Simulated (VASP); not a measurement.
# CdSe (Fm-3m) in VASP: notebook

One crystal, CdSe, is run at these levels: PBEsol; tasks: relaxation of cell and atoms.

Program: VASP 6.6.1. These are calculated values, not measurements. Logs are shortened: lines on timing, memory, paths and dates and some standing lists are left out, and cuts for length are marked.

**1. The crystal as given**

Symmetry: Fm-3m, No. 225, cubic system. Conventional cell: a = 5.309 Å, b = 5.309 Å, c = 5.309 Å, α = 90.00°, β = 90.00°, γ = 90.00°. Cd (site symmetry m-3m) is surrounded by 6 Se at 2.65 Å. Se (site symmetry m-3m) is surrounded by 6 Cd at 2.65 Å.

Measurements of this composition are mostly on another form, of space group No. 186.

**2. Relaxation of cell and atoms, PBEsol, target pressure 20 GPa, at which the enthalpy is minimised**

INCAR

```
SYSTEM = CdSe
PREC     = Accurate       ! precision mode
ENCUT    = 520            ! plane-wave cutoff, eV
EDIFF    = 1E-7           ! SCF threshold, eV
ISMEAR   = 0              ! smearing method
SIGMA    = 0.1            ! smearing width, eV
LREAL    = .False.        ! projectors in reciprocal space
LASPH    = .True.         ! aspherical terms in the spheres
NELM     = 60             ! most SCF steps
ALGO     = Normal         ! electronic algorithm
ISIF     = 3              ! what is computed and relaxed
LWAVE    = .False.        ! write WAVECAR
LCHARG   = .False.        ! write CHGCAR
GGA      = PS             ! functional
IBRION   = 2              ! ionic algorithm
NSW      = 80             ! ionic steps
EDIFFG   = -0.002         ! ionic threshold
PSTRESS  = 200.0
```

KPOINTS

```
Automatic mesh
0
Gamma
  8 8 8
  0 0 0
```

POSCAR

```
CdSe                                    
1.0
    0.0000000000      2.6546328675      2.6546328675
    2.6546328675      0.0000000000      2.6546328675
    2.6546328675      2.6546328675      0.0000000000
  Cd              Se            
     1     1
Direct
     0.0000000000000000    0.0000000000000000    0.0000000000000000
     0.5000000000000000    0.5000000000000000    0.5000000000000000
```

Potentials or basis: VASP PAW PBE potentials, release 64 (Cd, Se).

Launch:

```sh
cat potpaw_PBE.64/Cd/POTCAR potpaw_PBE.64/Se/POTCAR > POTCAR
mpirun -np 1 vasp_std > vasp.out
```

OUTCAR:

```text
SYSTEM = CdSe
   PREC = Accurate
   ENCUT = 520
   EDIFF = 1E-7
   ISMEAR = 0
   LREAL = .False.
   LASPH = .True.
   NELM = 60
   ISIF = 3
   GGA = PS
   IBRION = 2
   NSW = 80
   EDIFFG = -0.002
   PSTRESS = 200.0

 ion  position               nearest neighbor table
   1  0.000  0.000  0.000-   2 2.65   2 2.65   2 2.65   2 2.65   2 2.65   2 2.65
   2  0.500  0.500  0.500-   1 2.65   1 2.65   1 2.65   1 2.65   1 2.65   1 2.65

  LATTYP: Found a face centered cubic cell.
 ALAT       =     5.3092657350

  Lattice vectors:

 A1 = (   0.0000000000,   2.6546328675,   2.6546328675)
 A2 = (   2.6546328675,   0.0000000000,   2.6546328675)
 A3 = (   2.6546328675,   2.6546328675,   0.0000000000)

Analysis of symmetry for initial positions (statically):
=====================================================================
 Subroutine PRICEL returns:
 Original cell was already a primitive cell.

 Routine SETGRP: Setting up the symmetry group for a
 face centered cubic supercell.

 Subroutine GETGRP returns: Found 48 space group operations
 (whereof 48 operations were pure point group operations)
 out of a pool of 48 trial point group operations.

The static configuration has the point symmetry O_h .

Analysis of symmetry for dynamics (positions and initial velocities):
=====================================================================
 Subroutine PRICEL returns:
 Original cell was already a primitive cell.

 Routine SETGRP: Setting up the symmetry group for a
 face centered cubic supercell.

 Subroutine GETGRP returns: Found 48 space group operations
 (whereof 48 operations were pure point group operations)
 out of a pool of 48 trial point group operations.

The dynamic configuration has the point symmetry O_h .

 Subroutine INISYM returns: Found 48 space group operations
 (whereof 48 operations are pure point group operations),
 and found     1 'primitive' translations

----------------------------------------------------------------------------------------

                                     Primitive cell

  volume of cell :      37.4148

  direct lattice vectors                    reciprocal lattice vectors
     0.000000000  2.654632868  2.654632868    -0.188349962  0.188349962  0.188349962
     2.654632868  0.000000000  2.654632868     0.188349962 -0.188349962  0.188349962
     2.654632868  2.654632868  0.000000000     0.188349962  0.188349962 -0.188349962

  length of vectors
     3.754217804  3.754217804  3.754217804     0.326231704  0.326231704  0.326231704

  position of ions in fractional coordinates (direct lattice)
     0.000000000  0.000000000  0.000000000
     0.500000000  0.500000000  0.500000000

  ion indices of the primitive-cell ions
   primitive index   ion index
                 1           1
                 2           2

----------------------------------------------------------------------------------------

 KPOINTS: Automatic mesh

Automatic generation of k-mesh.
 Grid dimensions read from file:
 generate k-points for:    8    8    8

 Generating k-lattice:

  Cartesian coordinates                     Fractional coordinates (reciprocal lattice)
    -0.023543745  0.023543745  0.023543745     0.125000000  0.000000000  0.000000000
     0.023543745 -0.023543745  0.023543745     0.000000000  0.125000000  0.000000000
     0.023543745  0.023543745 -0.023543745     0.000000000  0.000000000  0.125000000

  Length of vectors
     0.040778963  0.040778963  0.040778963

  Shift w.r.t. Gamma in fractional coordinates (k-lattice)
     0.000000000  0.000000000  0.000000000

 Subroutine IBZKPT returns following result:
 ===========================================

 Found     29 irreducible k-points:

 Following reciprocal coordinates:
            Coordinates               Weight
  0.000000  0.000000  0.000000      1.000000
  0.125000  0.000000  0.000000      8.000000
  0.250000  0.000000  0.000000      8.000000
  0.375000  0.000000  0.000000      8.000000
  0.500000  0.000000  0.000000      4.000000
  0.125000  0.125000  0.000000      6.000000
[... 16 lines left out ...]
  0.500000  0.250000  0.125000     48.000000
 -0.375000  0.250000  0.125000     24.000000
 [... further k-points ...]
   k-points           NKPTS =     29   k-points in BZ     NKDIM =     29   number of bands    NBANDS=     13
   number of dos      NEDOS =    301   number of ions     NIONS =      2
   total plane-waves  NPLWV =  21952
   dimension x,y,z NGX =    28 NGY =   28 NGZ =   28
   dimension x,y,z NGXF=    56 NGYF=   56 NGZF=   56
   ions per type =               1   1
   NGX,Y,Z   is equivalent  to a cutoff of  12.40, 12.40, 12.40 a.u.
   NGXF,Y,Z  is equivalent  to a cutoff of  24.80, 24.80, 24.80 a.u.
 SYSTEM =  CdSe
   PREC   = accura    normal or accurate (medium, high low for compatibility)
   ISTART =      0    job   : 0-new  1-cont  2-samecut
   ICHARG =      2    charge: 1-file 2-atom 10-const
   ISPIN  =      1    spin polarized calculation?
   LNONCOLLINEAR =      F non collinear calculations
   LSORBIT =      F    spin-orbit coupling
   LASPH  =      T    aspherical Exc in radial PAW
   ENCUT  =  520.0 eV  38.22 Ry    6.18 a.u.   6.98  6.98  6.98*2*pi/ulx,y,z
   NELM   =     60;   NELMIN=  2; NELMDL= -5     # of ELM steps
   EDIFF  = 0.1E-06   stopping-criterion for ELM
   LREAL  =      F    real-space projection
   EDIFFG = -.2E-02   stopping-criterion for IOM
   NSW    =     80    number of steps for IOM
   IBRION =      2    ionic relax: 0-MD 1-quasi-New 2-CG
   NFREE  =      1    steps in history (QN), initial steepest desc. (CG)
   ISIF   =      3    stress and relaxation
   ISYM   =      2    0-nonsym 1-usesym 2-fastsym
   POTIM  = 0.5000    time-step for ionic-motion
   TEBEG  =    0.0;   TEEND  =   0.0 temperature during run
   PSTRESS=  200.0 pullay stress
   NELECT =      18.0000    total number of electrons
   NUPDOWN=      -1.0000    fix difference up-down
   EMIN   =  10.00;   EMAX   =-10.00  energy-range for DOS
   EFERMI =   0.00;   METHOD = LEGACY
   ISMEAR =     0;   SIGMA  =   0.10  broadening in eV -4-tet -1-fermi 0-gaus
   EFERMI_NEDOS =   21; number of points for ismear=-14 and -15
   IALGO  =     38    algorithm
   IMIX   =      4    mixing-type and parameters
     AMIX     =   0.40;   BMIX     =  1.00
     AMIX_MAG =   1.60;   BMIX_MAG =  1.00
  volume/ion in A,a.u.               =      18.71       126.24
  Fermi-wavevector in a.u.,A,eV,Ry     =   1.282777  2.424097 22.388619  1.645517
  Thomas-Fermi vector in A             =   2.415069
   LORBIT       =      0    0 simple, 1 ext, 2 COOP (PROOUT), +10 PAW based schemes
   GGA     = PS    functional components
   LHFCALC =     F    Hartree Fock is set to
   AEXX    =    0.0000 exact exchange contribution
   IVDW    =     0    specifies the selected vdW correction
   LEPSILON=     F    determine dielectric tensor
   LRPA    =     F    only Hartree local field effects (RPA)
 conjugate gradient relaxation of ions
 non-spin polarized calculation
 Gauss-broadening in eV      SIGMA  =   0.10
  energy-cutoff  :      520.00
  volume of cell :       37.41
 maximum number of plane-waves:      1036
   NGX = 13   NGY = 13   NGZ = 13

 number of electron      17.9999999 magnetization

 Free energy of the ion-electron system (eV)
  ---------------------------------------------------
  ext. energy  EPLUGINS =         0.00000000
  ---------------------------------------------------
  free energy    TOTEN  =        -5.60114502 eV

  energy without entropy =       -5.59904402  energy(sigma->0) =       -5.60009452

 E-fermi :   4.6659     XC(G=0): -11.3639

 val. band max:        4.5940338763   @ k =   0.5000   0.0000   0.0000
 cond. band min:       4.7462220561   @ k =   0.3750   0.3750   0.0000
 fundamental gap:      0.1521881799
 Fermi energy:         4.6659188492

 k-point     1 :       0.0000    0.0000    0.0000
  band No.  band energies     occupation
      1     -10.1426      2.00000
      2      -4.0324      2.00000
      3      -4.0324      2.00000
      4      -4.0125      2.00000
      5      -4.0125      2.00000
      6      -4.0125      2.00000
      7       3.4973      2.00000
      8       3.4973      2.00000
      9       3.4973      2.00000
     10       5.6480      0.00000
     11      13.3019      0.00000
     12      13.3019      0.00000
     13      13.3019      0.00000

 k-point     2 :       0.1250    0.0000    0.0000
  band No.  band energies     occupation
      1      -9.9682      2.00000
      2      -4.1023      2.00000
      3      -4.1023      2.00000
      4      -4.0407      2.00000
      5      -3.9750      2.00000
      6      -3.9750      2.00000
      7       2.0615      2.00000
      8       3.6374      2.00000
      9       3.6374      2.00000
     10       6.9714      0.00000
     11      11.8980      0.00000
     12      12.9838      0.00000
     13      12.9838      0.00000

 k-point     3 :       0.2500    0.0000    0.0000
  band No.  band energies     occupation
      1      -9.4889      2.00000
      2      -4.2686      2.00000
      3      -4.2686      2.00000
      4      -4.1477      2.00000
      5      -3.8770      2.00000
      6      -3.8770      2.00000
      7       0.1747      2.00000
      8       3.9942      2.00000
      9       3.9942      2.00000
     10       7.9118      0.00000
     11      11.4181      0.00000
     12      11.4181      0.00000
     13      11.4803      0.00000
[... 305 lines left out ...]
 k-point    23 :       0.5000    0.2500    0.1250
  band No.  band energies     occupation
      1      -8.8002      2.00000
      2      -4.3403      2.00000
      3      -4.3147      2.00000
      4      -4.1379      2.00000
      5      -3.7685      2.00000
      6      -3.6506      2.00000
      7      -0.7584      2.00000
      8       1.8223      2.00000
      9       3.4303      2.00000
     10       8.1615      0.00000
     11       9.5303      0.00000
     12      11.6028      0.00000
     13      12.7765      0.00000

 k-point    24 :      -0.3750    0.2500    0.1250
  band No.  band energies     occupation
      1      -8.6138      2.00000
      2      -4.4038      2.00000
      3      -4.2504      2.00000
      4      -4.1484      2.00000
      5      -3.7160      2.00000
      6      -3.5996      2.00000
      7      -1.2913      2.00000
      8       1.9499      2.00000
      9       3.0516      2.00000
     10       8.3917      0.00000
     11       9.0668      0.00000
     12      11.9104      0.00000
     13      13.2321      0.00000

 [... further k-points ...]

------------------------ aborting loop because EDIFF is reached ----------------------------------------

  FORCE on cell =-STRESS in cart. coord.  units (eV):
  Direction    XX          YY          ZZ          XY          YZ          ZX
  --------------------------------------------------------------------------------------
  -------------------------------------------------------------------------------------
  Total        4.6714299      4.6714299      4.6714299      0.0000000      0.0000000     -0.0000000
  in kB      200.0400807    200.0400807    200.0400807      0.0000000      0.0000000     -0.0000000
  external PRESSURE =       0.0400807 kB  Pullay stress =     200.0000000 kB

 VOLUME and BASIS-vectors are now :
 -----------------------------------------------------------------------------
  energy-cutoff  :      520.00
  volume of cell :       37.41
      direct lattice vectors                 reciprocal lattice vectors
     0.000000000  2.654632868  2.654632868    -0.188349962  0.188349962  0.188349962
     2.654632868  0.000000000  2.654632868     0.188349962 -0.188349962  0.188349962
     2.654632868  2.654632868  0.000000000     0.188349962  0.188349962 -0.188349962

 POSITION                                       TOTAL-FORCE (eV/Angst)
 -----------------------------------------------------------------------------------
      0.00000      0.00000      0.00000         0.000000     -0.000000     -0.000000
      2.65463      2.65463      2.65463        -0.000000      0.000000      0.000000
 -----------------------------------------------------------------------------------
    total drift:                               -0.000000      0.000000      0.000000

  FREE ENERGIE OF THE ION-ELECTRON SYSTEM (eV)
  ---------------------------------------------------
  free  energy   TOTEN  =        -5.6011450214 eV

  energy  without entropy=       -5.5990440220  energy(sigma->0) =       -5.60009452

  enthalpy is  TOTEN    =        -0.9306511079 eV   P V=        4.6704939134

 reached required accuracy - stopping structural energy minimisation
```

Wall time 6.8 s (1 thread of Intel Xeon 6975P-C (Granite Rapids), shared host); peak memory 0.16 GiB.

What came out:

```yaml
Free_energy: -5.6011 eV
Pressure_after_relaxing: 20.0 GPa
Band_gap_on_the_k_mesh: none (metal or under the smearing width)
```

Final structure:
```xyz
2
Lattice="0.0000 2.6546 2.6546 2.6546 0.0000 2.6546 2.6546 2.6546 0.0000" Properties=species:S:1:pos:R:3 pbc="T T T"
Cd    0.0000    0.0000    0.0000
Se    2.6546    2.6546    2.6546
```

Levels at points of the mesh, in eV from the Fermi level:
```tsv
k point	band 6	band 7	band 8	band 9	band 10	band 11	band 12	band 13
(0.00, 0.00, 0.00)	-8.68	-1.17	-1.17	-1.17	0.98	8.64	8.64	8.64
(0.50, 0.00, 0.00)	-8.40	-6.30	-0.07	-0.07	2.57	4.92	4.92	7.69
(0.50, 0.50, 0.00)	-7.33	-5.98	-3.21	-3.21	-0.75	4.88	11.27	11.90
```

Caveat: the relaxation stopped at its first step, so nothing moved; the cell is relaxed towards a set pressure, so the enthalpy falls and the energy may rise; the PAW data sets were made with another functional, which shifts forces and pressure a little.

[end of part 1 of 2]
